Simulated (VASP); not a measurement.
# CoO (P-6m2) in VASP: a series of runs, part 2 of 2

VASP 6.6.1.

## 4. Optical spectrum, PBEsol, collinear spin, ferromagnetic start

INCAR reads:

```
PREC = Accurate
ENCUT = 520
EDIFF = 1E-6
ISMEAR = 0
SIGMA = 0.02
LREAL = F
LASPH = T
NELM = 100
ALGO = Fast
ISIF = 2
LWAVE = F
LCHARG = F
ISPIN = 2
MAGMOM = 2 0
LORBIT = 11
LMAXMIX = 4
GGA = PS
LOPTICS = T
NBANDS = 40
NEDOS = 1000
CSHIFT = 0.1
```

KPOINTS reads:

```
regular mesh
0
Gamma
  11 11 10
```

POSCAR reads:

```
CoO
1.0
    2.8284500000      0.0000000000      0.0000000000
   -1.4142300000      2.4495100000      0.0000000000
    0.0000000000      0.0000000000      2.7217200000
Co O
1 1
Direct
    0.0000000000      0.0000000000      0.5000000000
    0.6666700000      0.3333300000      0.0000000000
```

Potentials or basis: VASP PAW PBE potentials, release 64 (Co, O).

Command:

```sh
cat potpaw_PBE.64/Co/POTCAR potpaw_PBE.64/O/POTCAR > POTCAR
mpirun -np 1 vasp_std > vasp.out
```

OUTCAR:

```text
PREC = Accurate
   ENCUT = 520
   EDIFF = 1E-6
   ISMEAR = 0
   LREAL = F
   LASPH = T
   NELM = 100
   ISIF = 2
   ISPIN = 2
   LORBIT = 11
   GGA = PS

 ion  position               nearest neighbor table
   1  0.000  0.000  0.500-   2 2.13   2 2.13   2 2.13   2 2.13   2 2.13   2 2.13
   2  0.667  0.333  0.000-   1 2.13   1 2.13   1 2.13   1 2.13   1 2.13   1 2.13

[... 1523 lines left out ...]
     0.00000   182.11902   182.12232   200.86798     0.00243     0.00000     0.00000
     1.17039     5.54250     5.54211     5.16591    -0.00035     0.00000     0.00000
     2.34078     5.33875     5.33902     2.14051     0.00022     0.00000     0.00000
     3.51117     0.82190     0.82193     5.26520     0.00003     0.00000     0.00000
     4.68156     7.92863     7.92847     6.54358    -0.00016     0.00000     0.00000
     5.85195     2.57191     2.57183     5.18489    -0.00008     0.00000     0.00000
[... 92 lines left out ...]
   114.69822     0.00000     0.00000     0.00000    -0.00000     0.00000     0.00000
   115.86861     0.00000     0.00000     0.00000    -0.00000     0.00000     0.00000

  frequency dependent      REAL DIELECTRIC FUNCTION (independent particle, no local field effects) current-current
     E(ev)        X           Y           Z          XY          YZ          ZX
  --------------------------------------------------------------------------------------------------------------
     0.00000    -5.04096    -5.04220    -5.05224    -0.00106     0.00000     0.00000
     1.17039     9.58421     9.58429     2.62250     0.00004     0.00000     0.00000
     2.34078    -1.67052    -1.67047    -4.44083     0.00005     0.00000     0.00000
     3.51117     4.33764     4.33764     4.73681    -0.00001     0.00000     0.00000
     4.68156     2.66085     2.66090     2.96678     0.00004     0.00000     0.00000
     5.85195     2.01927     2.01932     1.48472     0.00004     0.00000     0.00000
[... 92 lines left out ...]
   114.69822     0.92868     0.92869     0.93055     0.00001     0.00000     0.00000
   115.86861     0.93034     0.93035     0.93216     0.00001     0.00000     0.00000

 total charge

# of ion       s       p       d       tot
------------------------------------------
    1        0.312   0.399   7.151   7.862
    2        1.558   3.376   0.000   4.934
--------------------------------------------------
tot          1.870   3.775   7.151  12.796

 magnetization (x)

# of ion       s       p       d       tot
------------------------------------------
    1        0.005   0.006   2.520   2.531
    2        0.027   0.395   0.000   0.422
--------------------------------------------------
tot          0.032   0.401   2.520   2.953
```

OSZICAR:

```text
N       E                     dE             d eps       ncg     rms          rms(c)
DAV:   1     0.942353838863E+02    0.94235E+02   -0.49645E+03 39856   0.450E+02
DAV:   2    -0.893524663351E+01   -0.10317E+03   -0.88906E+02 35992   0.142E+02
DAV:   3    -0.164383959415E+02   -0.75031E+01   -0.70141E+01 45248   0.348E+01
DAV:   4    -0.165013439254E+02   -0.62948E-01   -0.62852E-01 41040   0.313E+00
DAV:   5    -0.165014322610E+02   -0.88336E-04   -0.88335E-04 39992   0.119E-01    0.170E+01
RMM:   6    -0.158303365528E+02    0.67110E+00   -0.12146E+00 49140   0.518E+00    0.246E+01
RMM:   7    -0.141726257688E+02    0.16577E+01   -0.21510E-01 46646   0.206E+00    0.866E+00
RMM:   8    -0.139098889041E+02    0.26274E+00   -0.10014E-02 50379   0.421E-01    0.391E+00
RMM:   9    -0.139433412252E+02   -0.33452E-01   -0.67664E-03 49550   0.349E-01    0.286E+00
RMM:  10    -0.139014901678E+02    0.41851E-01   -0.57158E-03 48771   0.346E-01    0.600E-01
RMM:  11    -0.139002280994E+02    0.12621E-02   -0.75847E-04 49473   0.125E-01    0.166E-01
RMM:  12    -0.139003591415E+02   -0.13104E-03   -0.90543E-05 49098   0.438E-02    0.982E-02
RMM:  13    -0.139003341751E+02    0.24966E-04   -0.12045E-05 50147   0.158E-02    0.102E-01
RMM:  14    -0.139002626427E+02    0.71532E-04   -0.40626E-06 50005   0.859E-03    0.332E-02
RMM:  15    -0.139002650082E+02   -0.23655E-05   -0.64719E-07 44610   0.317E-03    0.199E-02
RMM:  16    -0.139002615668E+02    0.34414E-05   -0.12208E-07 40644   0.147E-03    0.821E-03
RMM:  17    -0.139002618458E+02   -0.27900E-06   -0.78409E-08 33968   0.114E-03
   1 F= -.13900262E+02 E0= -.13899903E+02  d E =-.717069E-03  mag=     3.0000
 imaginary and real dielectric function
```

stdout:

```text
POSCAR found type information on POSCAR CoO
 POSCAR found :  2 types and       2 ions
 scaLAPACK will be used
 -----------------------------------------------------------------------------
|                                                                             |
|                                                                             |
|     You enforced a specific xc type in the INCAR file but a different       |
|     I HOPE YOU KNOW WHAT YOU ARE DOING!                                     |
[... 60 lines left out ...]
WARNING in EDDRMM: call to ZHEGV failed, returncode =   8  4     32
WARNING in EDDRMM: call to ZHEGV failed, returncode =   6  3     34
WARNING in EDDRMM: call to ZHEGV failed, returncode =   6  3     33
 optical routines
 imaginary and real dielectric function
 recalculating local potential from charge density
 direction            1
 direction            2
 direction            3
```

Run time: 3.4 min. Hardware: 1 thread of Intel Xeon Platinum 8375C at 2.90GHz (Ice Lake), shared host; peak memory 0.47 GiB.

What came out:

```yaml
Free_energy: -13.9003 eV
Pressure: -10.6 GPa
Band_gap_on_the_k_mesh: none (metal or under the smearing width)
Net_moment: 3.00 μB per cell
Site_moments: Co +2.53; O +0.42 μB
Valence_electrons_inside_the_program's_atomic_spheres: Co 7.86; O 4.93
```

Dielectric function (mean over the directions given):
| energy (eV) | real part | imaginary part |
| --- | --- | --- |
| 0.35 | 13.47 | 50.99 |
| 1.29 | 10.40 | 12.22 |
| 2.34 | -2.42 | 4.32 |
| 3.39 | 3.92 | 1.28 |
| 4.45 | 3.26 | 5.44 |
| 5.38 | 1.78 | 3.38 |
| 6.44 | 1.54 | 5.67 |
| 7.49 | 0.48 | 3.22 |
| 8.54 | 0.04 | 1.96 |
| 9.60 | 1.27 | 1.22 |
| 10.53 | 1.45 | 2.66 |
| 11.59 | 1.58 | 1.37 |
| 12.64 | 0.91 | 2.79 |
| 13.69 | 0.96 | 1.83 |
| 14.75 | 1.46 | 2.24 |
| 15.68 | 0.65 | 1.62 |
| 16.74 | 0.62 | 1.67 |
| 17.79 | 0.53 | 1.93 |
| 18.84 | 0.54 | 2.54 |
| 19.90 | -0.33 | 1.67 |

Caveat: spectra need much finer meshes, so this one isn't converged; independent-particle spectra lack excitons; the intraband (Drude) part of a metal's response may be missing; the PAW data sets were made with another functional, which shifts forces and pressure a little; a cell with one magnetic atom can't hold antiferromagnetic order, which such compounds often take; semilocal functionals often make such compounds metallic where correlation or magnetic order opens a gap, which also shifts bond lengths. With open d or f shells a metallic result of PBEsol can be an artefact of self-interaction; +U or a hybrid may open a gap.

## 5. The runs side by side

| task | level | cell | k mesh | cutoff (eV) | ions in elastic constants | mesh quality | moment (μB) |
| --- | --- | --- | --- | --- | --- | --- | --- |
| phonons | PBE | relaxed | 8 × 8 × 7 | 600 | - | not flagged | 3.00 |
| elastic constants | PBE | relaxed | 6 × 6 × 5 | 600 | relaxed | coarse | 3.00 |
| optical spectrum | PBEsol | as given | 11 × 11 × 10 | 520 | - | not flagged | 3.00 |

Alike in all rows: potentials or basis VASP PAW PBE potentials, release 64 (Co, O); spin collinear, ferromagnetic start; smearing gaussian 0.02 eV.

Caveats: some runs use coarse meshes; a cell with one magnetic atom can't hold antiferromagnetic order, which such compounds often take; spectra need much finer meshes, so this one isn't converged (some runs); independent-particle spectra lack excitons (some runs); the intraband (Drude) part of a metal's response may be missing (some runs); the PAW data sets were made with another functional, which shifts forces and pressure a little (some runs); semilocal functionals often make such compounds metallic where correlation or magnetic order opens a gap, which also shifts bond lengths (some runs).

Total energies depend on the potentials used, so only differences within one code and one set of settings carry meaning.
